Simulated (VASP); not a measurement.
# AgBr (Fm-3m) in VASP: notebook

One crystal, AgBr, is run at these levels: PBEsol, LDA; tasks: relaxation of cell and atoms.

Everything below comes from runs of VASP 6.6.1. Logs are shortened: lines on timing, memory, paths and dates and some standing lists are left out, and cuts for length are marked.

## 1. The crystal as given

The structure is cubic, space group Fm-3m (No. 225). Conventional cell: a = 5.740 Å, b = 5.740 Å, c = 5.740 Å, α = 90.00°, β = 90.00°, γ = 90.00°. Around Ag (site symmetry m-3m) lie 6 Br at 2.87 Å. Br (site symmetry m-3m) is surrounded by 6 Ag at 2.87 Å.

## 2. Relaxation of cell and atoms, PBEsol

INCAR

```
SYSTEM = AgBr
PREC     = Accurate       ! precision mode
ENCUT    = 600            ! plane-wave cutoff, eV
EDIFF    = 1E-6           ! SCF threshold, eV
ISMEAR   = 0              ! smearing method
SIGMA    = 0.03           ! smearing width, eV
LREAL    = .FALSE.        ! projectors in reciprocal space
LASPH    = .TRUE.         ! aspherical terms in the spheres
NELM     = 80             ! most SCF steps
ALGO     = Normal         ! electronic algorithm
ISIF     = 3              ! what is computed and relaxed
LWAVE    = .FALSE.        ! write WAVECAR
LCHARG   = .FALSE.        ! write CHGCAR
GGA      = PS             ! functional
IBRION   = 2              ! ionic algorithm
NSW      = 90             ! ionic steps
EDIFFG   = -0.01          ! ionic threshold
KPAR     = 4
```

KPOINTS

```
Automatic mesh
0
G
  8 8 8
  0 0 0
```

POSCAR

```
AgBr
1.0
    0.0000000000      2.8701500000      2.8701500000
    2.8701500000      0.0000000000      2.8701500000
    2.8701500000      2.8701500000      0.0000000000
Ag Br
1 1
Direct
    0.0000000000      0.0000000000      0.0000000000
    0.5000000000      0.5000000000      0.5000000000
```

Potentials or basis: VASP PAW PBE potentials, release 64 (Ag, Br).

Command:

```bash
$ cat potpaw_PBE.64/Ag/POTCAR potpaw_PBE.64/Br/POTCAR > POTCAR
$ mpirun -np 4 vasp_std > vasp.out
```

OUTCAR:

```text
SYSTEM = AgBr
   PREC = Accurate
   ENCUT = 600
   EDIFF = 1E-6
   ISMEAR = 0
   LREAL = .FALSE.
   LASPH = .TRUE.
   NELM = 80
   ISIF = 3
   GGA = PS
   IBRION = 2
   NSW = 90
   EDIFFG = -0.01

 ion  position               nearest neighbor table
   1  0.000  0.000  0.000-   2 2.87   2 2.87   2 2.87   2 2.87   2 2.87   2 2.87
   2  0.500  0.500  0.500-   1 2.87   1 2.87   1 2.87   1 2.87   1 2.87   1 2.87

  LATTYP: Found a face centered cubic cell.
 ALAT       =     5.7403000000

  Lattice vectors:

 A1 = (   0.0000000000,   2.8701500000,   2.8701500000)
 A2 = (   2.8701500000,   0.0000000000,   2.8701500000)
 A3 = (   2.8701500000,   2.8701500000,   0.0000000000)

Analysis of symmetry for initial positions (statically):
=====================================================================
 Subroutine PRICEL returns:
 Original cell was already a primitive cell.

 Routine SETGRP: Setting up the symmetry group for a
 face centered cubic supercell.

 Subroutine GETGRP returns: Found 48 space group operations
 (whereof 48 operations were pure point group operations)
 out of a pool of 48 trial point group operations.

The static configuration has the point symmetry O_h .

Analysis of symmetry for dynamics (positions and initial velocities):
=====================================================================
 Subroutine PRICEL returns:
 Original cell was already a primitive cell.

 Routine SETGRP: Setting up the symmetry group for a
 face centered cubic supercell.

 Subroutine GETGRP returns: Found 48 space group operations
 (whereof 48 operations were pure point group operations)
 out of a pool of 48 trial point group operations.

The dynamic configuration has the point symmetry O_h .

 Subroutine INISYM returns: Found 48 space group operations
 (whereof 48 operations are pure point group operations),
 and found     1 'primitive' translations

----------------------------------------------------------------------------------------

                                     Primitive cell

  volume of cell :      47.2872

  direct lattice vectors                    reciprocal lattice vectors
[... 147 lines left out ...]
  external PRESSURE =     -16.9232992 kB  Pullay stress =       0.0000000 kB

 VOLUME and BASIS-vectors are now :
 -----------------------------------------------------------------------------
  energy-cutoff  :      600.00
  volume of cell :       47.29
      direct lattice vectors                 reciprocal lattice vectors
     0.000000000  2.870150000  2.870150000    -0.174206923  0.174206923  0.174206923
     2.870150000  0.000000000  2.870150000     0.174206923 -0.174206923  0.174206923
     2.870150000  2.870150000  0.000000000     0.174206923  0.174206923 -0.174206923

 POSITION                                       TOTAL-FORCE (eV/Angst)
 -----------------------------------------------------------------------------------
      0.00000      0.00000      0.00000         0.000000     -0.000000      0.000000
      2.87015      2.87015      2.87015        -0.000000      0.000000     -0.000000
 -----------------------------------------------------------------------------------
    total drift:                                0.000000     -0.000000     -0.000000

  FREE ENERGIE OF THE ION-ELECTRON SYSTEM (eV)
  ---------------------------------------------------
  free  energy   TOTEN  =        -5.6899442352 eV

  energy  without entropy=       -5.6899442352  energy(sigma->0) =       -5.68994424

--------------------------------------- Ionic step        2  -------------------------------------------

 number of electron      18.0000002 magnetization

 Free energy of the ion-electron system (eV)
  ---------------------------------------------------
  ext. energy  EPLUGINS =         0.00000000
  ---------------------------------------------------
  free energy    TOTEN  =        -5.69901813 eV

  energy without entropy =       -5.69901813  energy(sigma->0) =       -5.69901813

 E-fermi :   4.1584     XC(G=0): -10.2726

 val. band max:        3.9560137977   @ k =   0.5000   0.0000   0.0000
 cond. band min:       4.4541171388   @ k =   0.0000   0.0000   0.0000
 fundamental gap:      0.4981033410
 Fermi energy:         4.1583622528

 k-point     1 :       0.0000    0.0000    0.0000
  band No.  band energies     occupation
      1     -11.4009      2.00000
      2       0.9683      2.00000
      3       0.9683      2.00000
      4       0.9683      2.00000
      5       0.9686      2.00000
      6       0.9686      2.00000
      7       1.8734      2.00000
      8       1.8734      2.00000
      9       1.8734      2.00000
     10       4.4541      0.00000
     11      13.7565      0.00000
     12      13.7565      0.00000
     13      13.7565      0.00000
[... 354 lines left out ...]
  band No.  band energies     occupation
      1     -10.8585      2.00000
      2      -1.2488      2.00000
      3      -0.4192      2.00000
      4      -0.3705      2.00000
      5       1.2586      2.00000
      6       1.3201      2.00000
      7       1.6169      2.00000
      8       2.6620      2.00000
      9       3.2778      2.00000
     10       8.3984      0.00000
     11       8.9856      0.00000
     12      11.6626      0.00000
     13      11.7923      0.00000

 [... further k-points ...]
[... 5 lines left out ...]
  --------------------------------------------------------------------------------------
  -------------------------------------------------------------------------------------
  Total        0.0137896      0.0137896      0.0137896     -0.0000000     -0.0000000     -0.0000000
  in kB        0.4845184      0.4845184      0.4845184     -0.0000000     -0.0000000     -0.0000000
  external PRESSURE =       0.4845184 kB  Pullay stress =       0.0000000 kB

 VOLUME and BASIS-vectors are now :
 -----------------------------------------------------------------------------
  energy-cutoff  :      600.00
  volume of cell :       45.60
      direct lattice vectors                 reciprocal lattice vectors
     0.000000000  2.835570077  2.835570077    -0.176331385  0.176331385  0.176331385
     2.835570077  0.000000000  2.835570077     0.176331385 -0.176331385  0.176331385
     2.835570077  2.835570077 -0.000000000     0.176331385  0.176331385 -0.176331385

 POSITION                                       TOTAL-FORCE (eV/Angst)
 -----------------------------------------------------------------------------------
      2.83557      5.67114      2.83557         0.000000      0.000000      0.000000
      2.83557      2.83557      2.83557        -0.000000     -0.000000     -0.000000
 -----------------------------------------------------------------------------------
    total drift:                               -0.000000     -0.000000     -0.000000

  FREE ENERGIE OF THE ION-ELECTRON SYSTEM (eV)
  ---------------------------------------------------
  free  energy   TOTEN  =        -5.6990181295 eV

  energy  without entropy=       -5.6990181295  energy(sigma->0) =       -5.69901813

 reached required accuracy - stopping structural energy minimisation
```

OSZICAR:

```text
N       E                     dE             d eps       ncg     rms          rms(c)
DAV:   1     0.105240038404E+03    0.10524E+03   -0.92758E+03   762   0.138E+03
DAV:   2    -0.147909362206E+01   -0.10672E+03   -0.10109E+03   894   0.258E+02
DAV:   3    -0.579145836445E+01   -0.43124E+01   -0.42977E+01   874   0.544E+01
[... 14 lines left out ...]
DAV:   4    -0.569908562986E+01    0.15494E-02   -0.36761E-03   799   0.456E-01    0.230E-01
DAV:   5    -0.569903087093E+01    0.54759E-04   -0.47214E-04   834   0.369E-01    0.726E-02
DAV:   6    -0.569902015151E+01    0.10719E-04   -0.17480E-04   814   0.186E-01    0.170E-02
DAV:   7    -0.569901792805E+01    0.22235E-05   -0.10370E-05   754   0.275E-02    0.105E-02
DAV:   8    -0.569901812950E+01   -0.20145E-06   -0.45327E-07   387   0.970E-03
   2 F= -.56990181E+01 E0= -.56990181E+01  d E =-.907389E-02
```

CONTCAR:

```text
AgBr
   1.00000000000000
     0.0000000000000000    2.8355700771419001    2.8355700771419001
     2.8355700771419001    0.0000000000000000    2.8355700771419001
     2.8355700771419001    2.8355700771419001   -0.0000000000000000
  Ag              Br
     1     1
Direct
     1.0000000000000000    0.0000000000000000    1.0000000000000000
     0.5000000000000000    0.5000000000000000    0.5000000000000000

  0.00000000E+00  0.00000000E+00  0.00000000E+00
  0.00000000E+00  0.00000000E+00  0.00000000E+00
```

Wall time 5.5 s (4 MPI ranks of AMD EPYC 9R45 (Zen 5), shared host); peak memory 0.18 GiB.

What came out:

* Free energy: -5.6990 eV
* Relaxed volume: 22.80 Å³/atom
* Relaxed cell: a = 4.010 Å, b = 4.010 Å, c = 4.010 Å, α = 60.00°, β = 60.00°, γ = 60.00°
* Space group after relaxing (to 0.05 Å): Fm-3m (No. 225)
* Energy gained by relaxing: 4.5 meV/atom
* Ionic steps: 2
* Pressure after relaxing: 0.0 GPa
* Band gap on the k mesh: 0.50 eV, indirect (least direct gap 2.58 eV)

The path:
| step | energy change (eV) | largest force (eV/Å) | pressure (GPa) | volume (Å³) |
| --- | --- | --- | --- | --- |
| 1 | 0.0000 | 0.0000 | -1.69 | 47.29 |
| 2 | -0.0091 | 0.0000 | 0.05 | 45.60 |

Final structure:
```
Ag Br
1.0
     0.00000    2.83557    2.83557
     2.83557    0.00000    2.83557
     2.83557    2.83557    0.00000
Ag Br
1 1
Direct
  0.00000 0.00000 0.00000
  0.50000 0.50000 0.50000
```

Caveat: the PAW data sets were made with another functional, which shifts forces and pressure a little. Expect the measured gap to be larger: semilocal functionals such as PBEsol lack the derivative discontinuity.

## 3. Relaxation of cell and atoms, PBEsol

This run uses another cell than the first one, of 22.80 Å³/atom, 0.964 times its volume.

INCAR: that of step 2 with these lines changed.

```diff
@@ -3,3 +3,3 @@
 ENCUT    = 600            ! plane-wave cutoff, eV
-EDIFF    = 1E-6           ! SCF threshold, eV
+EDIFF    = 1E-7           ! SCF threshold, eV
 ISMEAR   = 0              ! smearing method
@@ -16,3 +16,3 @@
 NSW      = 90             ! ionic steps
-EDIFFG   = -0.01          ! ionic threshold
+EDIFFG   = -0.005         ! ionic threshold
 KPAR     = 4
```

KPOINTS is that of step 2.

POSCAR

```
AgBr                                    
1.0
    0.0000000000      2.8355700771      2.8355700771
    2.8355700771      0.0000000000      2.8355700771
    2.8355700771      2.8355700771     -0.0000000000
  Ag              Br            
     1     1
Direct
     1.0000000000000000    0.0000000000000000    1.0000000000000000
     0.5000000000000000    0.5000000000000000    0.5000000000000000
```

Potentials or basis: VASP PAW PBE potentials, release 64 (Ag, Br).

Command:

```bash
$ cat potpaw_PBE.64/Ag/POTCAR potpaw_PBE.64/Br/POTCAR > POTCAR
$ mpirun -np 4 vasp_std > vasp.out
```

OUTCAR:

```text
SYSTEM = AgBr
   PREC = Accurate
   ENCUT = 600
   EDIFF = 1E-7
   ISMEAR = 0
   LREAL = .FALSE.
   LASPH = .TRUE.
   NELM = 80
   ISIF = 3
   GGA = PS
   IBRION = 2
   NSW = 90
   EDIFFG = -0.005

 ion  position               nearest neighbor table
   1  0.000  0.000  0.000-   2 2.84   2 2.84   2 2.84   2 2.84   2 2.84   2 2.84
   2  0.500  0.500  0.500-   1 2.84   1 2.84   1 2.84   1 2.84   1 2.84   1 2.84

  LATTYP: Found a face centered cubic cell.
 ALAT       =     5.6711401542

  Lattice vectors:

 A1 = (   0.0000000000,   2.8355700771,   2.8355700771)
 A2 = (   2.8355700771,   0.0000000000,   2.8355700771)
 A3 = (   2.8355700771,   2.8355700771,   0.0000000000)

Analysis of symmetry for initial positions (statically):
=====================================================================
 Subroutine PRICEL returns:
 Original cell was already a primitive cell.

 Routine SETGRP: Setting up the symmetry group for a
 face centered cubic supercell.

 Subroutine GETGRP returns: Found 48 space group operations
 (whereof 48 operations were pure point group operations)
[... 218 lines left out ...]
 Fermi energy:         4.1479807031

 k-point     1 :       0.0000    0.0000    0.0000
  band No.  band energies     occupation
      1     -11.4056      2.00000
      2       0.9617      2.00000
      3       0.9617      2.00000
      4       0.9617      2.00000
      5       0.9620      2.00000
      6       0.9620      2.00000
      7       1.8661      2.00000
      8       1.8661      2.00000
      9       1.8661      2.00000
     10       4.4438      0.00000
     11      13.7464      0.00000
     12      13.7464      0.00000
     13      13.7464      0.00000
[... 354 lines left out ...]
  band No.  band energies     occupation
      1     -10.8645      2.00000
      2      -1.2525      2.00000
      3      -0.4239      2.00000
      4      -0.3754      2.00000
      5       1.2514      2.00000
      6       1.3128      2.00000
      7       1.6093      2.00000
      8       2.6532      2.00000
      9       3.2686      2.00000
     10       8.3872      0.00000
     11       8.9765      0.00000
     12      11.6522      0.00000
     13      11.7807      0.00000

 [... further k-points ...]
[... 5 lines left out ...]
  --------------------------------------------------------------------------------------
  -------------------------------------------------------------------------------------
  Total       -0.0008874     -0.0008874     -0.0008874      0.0000000      0.0000000      0.0000000
  in kB       -0.0311536     -0.0311536     -0.0311536      0.0000000      0.0000000      0.0000000
  external PRESSURE =      -0.0311536 kB  Pullay stress =       0.0000000 kB

 VOLUME and BASIS-vectors are now :
 -----------------------------------------------------------------------------
  energy-cutoff  :      600.00
  volume of cell :       45.64
      direct lattice vectors                 reciprocal lattice vectors
     0.000000000  2.836330978  2.836330978    -0.176284081  0.176284081  0.176284081
     2.836330978  0.000000000  2.836330978     0.176284081 -0.176284081  0.176284081
     2.836330978  2.836330978  0.000000000     0.176284081  0.176284081 -0.176284081

 POSITION                                       TOTAL-FORCE (eV/Angst)
 -----------------------------------------------------------------------------------
      2.83633      5.67266      2.83633         0.000000      0.000000     -0.000000
      2.83633      2.83633      2.83633         0.000000     -0.000000      0.000000
 -----------------------------------------------------------------------------------
    total drift:                               -0.000000     -0.000000     -0.000000

  FREE ENERGIE OF THE ION-ELECTRON SYSTEM (eV)
  ---------------------------------------------------
  free  energy   TOTEN  =        -5.6985665822 eV

  energy  without entropy=       -5.6985665822  energy(sigma->0) =       -5.69856658

 reached required accuracy - stopping structural energy minimisation
```

CONTCAR:

```text
AgBr
   1.00000000000000
     0.0000000000000000    2.8363309784840096    2.8363309784840096
     2.8363309784840096    0.0000000000000000    2.8363309784840096
     2.8363309784840096    2.8363309784840096    0.0000000000000000
  Ag              Br
     1     1
Direct
     1.0000000000000000    0.0000000000000000    1.0000000000000000
     0.5000000000000000    0.5000000000000000    0.5000000000000000

  0.00000000E+00  0.00000000E+00  0.00000000E+00
  0.00000000E+00  0.00000000E+00  0.00000000E+00
```

It took 5.4 s on 4 MPI ranks of AMD EPYC 9R45 (Zen 5), shared host; peak memory 0.17 GiB.

Results:

```yaml
Free_energy: -5.6986 eV
Relaxed_volume: 22.82 Å³/atom
Relaxed_cell: a = 4.011 Å, b = 4.011 Å, c = 4.011 Å, α = 60.00°, β = 60.00°, γ = 60.00°
Space_group_after_relaxing_to_0.05_Å: Fm-3m (No. 225)
Energy_gained_by_relaxing: 0.0 meV/atom
Ionic_steps: 2
Pressure_after_relaxing: 0.0 GPa
Band_gap_on_the_k_mesh: 0.50 eV, indirect (least direct gap 2.58 eV)
```

Final structure:
```yaml
crystal:
  lattice:
    - [0.00000, 2.83633, 2.83633]
    - [2.83633, 0.00000, 2.83633]
    - [2.83633, 2.83633, 0.00000]
  atoms:
    - { symbol: Ag, position: [0.00000, 0.00000, 0.00000] }
    - { symbol: Br, position: [0.50000, 0.50000, 0.50000] }
```

Levels at points of the mesh, in eV from the valence-band top:
| k point | band 6 | band 7 | band 8 | band 9 | band 10 | band 11 | band 12 | band 13 |
| --- | --- | --- | --- | --- | --- | --- | --- | --- |
| (0.00, 0.00, 0.00) | -2.98 | -2.08 | -2.08 | -2.08 | 0.50 | 9.80 | 9.80 | 9.80 |
| (0.50, 0.00, 0.00) | -2.64 | -2.28 | 0.00 | 0.00 | 3.44 | 6.56 | 6.56 | 6.73 |
| (0.50, 0.50, 0.00) | -2.80 | -2.52 | -2.52 | -2.40 | 1.39 | 6.84 | 9.05 | 11.08 |

Caveat: the PAW data sets were made with another functional, which shifts forces and pressure a little.

## 4. Relaxation of cell and atoms, LDA

INCAR

```
SYSTEM = AgBr
ALGO     = Normal         ! electronic algorithm
EDIFF    = 1E-6           ! SCF threshold, eV
EDIFFG   = -0.01          ! ionic threshold
ENCUT    = 600            ! plane-wave cutoff, eV
IBRION   = 2              ! ionic algorithm
ISIF     = 3              ! what is computed and relaxed
ISMEAR   = 0              ! smearing method
LASPH    = .True.         ! aspherical terms in the spheres
LCHARG   = .False.        ! write CHGCAR
LREAL    = .False.        ! projectors in reciprocal space
LWAVE    = .False.        ! write WAVECAR
NELM     = 80             ! most SCF steps
NSW      = 90             ! ionic steps
PREC     = Accurate       ! precision mode
SIGMA    = 0.03           ! smearing width, eV
```

KPOINTS

```
k-points
0
Gamma
  8 8 8
  0 0 0
```

POSCAR

```
AgBr
1.0
    0.0000000000      2.8701500000      2.8701500000
    2.8701500000      0.0000000000      2.8701500000
    2.8701500000      2.8701500000      0.0000000000
Ag Br
1 1
Direct
    0.0000000000      0.0000000000      0.0000000000
    0.5000000000      0.5000000000      0.5000000000
```

Potentials or basis: VASP PAW LDA potentials, release 64 (Ag, Br).

Command:

```bash
$ cat potpaw_LDA.64/Ag/POTCAR potpaw_LDA.64/Br/POTCAR > POTCAR
$ mpirun -np 1 vasp_std > vasp.out
```

Run time: 21 s. Hardware: 1 thread of Intel Xeon Platinum 8488C (Sapphire Rapids), shared host; peak memory 0.17 GiB.

It converged, with:

```yaml
Free_energy: -6.4126 eV
Relaxed_volume: 21.80 Å³/atom
Relaxed_cell: a = 3.950 Å, b = 3.950 Å, c = 3.950 Å, α = 60.00°, β = 60.00°, γ = 60.00°
Space_group_after_relaxing_to_0.05_Å: Fm-3m (No. 225)
Energy_gained_by_relaxing: 26.1 meV/atom
Ionic_steps: 3
Pressure_after_relaxing: 0.0 GPa
Band_gap_on_the_k_mesh: 0.42 eV, indirect (least direct gap 2.65 eV)
```

The path:
```csv
step,energy change (eV),largest force (eV/Å),pressure (GPa),volume (Å³)
1,0.0000,0.0000,-4.16,47.29
2,-0.0515,0.0000,0.57,43.21
3,-0.0522,0.0000,0.01,43.59
```

Final structure:
```
Ag Br
1.0
     0.00000    2.79331    2.79331
     2.79331    0.00000    2.79331
     2.79331    2.79331    0.00000
Ag Br
1 1
Direct
  0.00000 0.00000 0.00000
  0.50000 0.50000 0.50000
```

Levels at points of the mesh, in eV from the valence-band top:
| k point | band 5 | band 6 | band 7 | band 8 | band 9 | band 10 | band 11 | band 12 | band 13 |
| --- | --- | --- | --- | --- | --- | --- | --- | --- | --- |
| (0.00, 0.00, 0.00) | -3.25 | -3.25 | -2.23 | -2.23 | -2.23 | 0.42 | 9.82 | 9.82 | 9.82 |
| (0.50, 0.00, 0.00) | -2.87 | -2.87 | -2.48 | 0.00 | 0.00 | 3.26 | 6.41 | 6.41 | 6.92 |
| (0.50, 0.50, 0.00) | -3.29 | -3.05 | -2.74 | -2.74 | -2.58 | 1.19 | 6.79 | 9.19 | 11.21 |

A k mesh can miss the band edges. LDA usually gives volumes a few per cent too small.
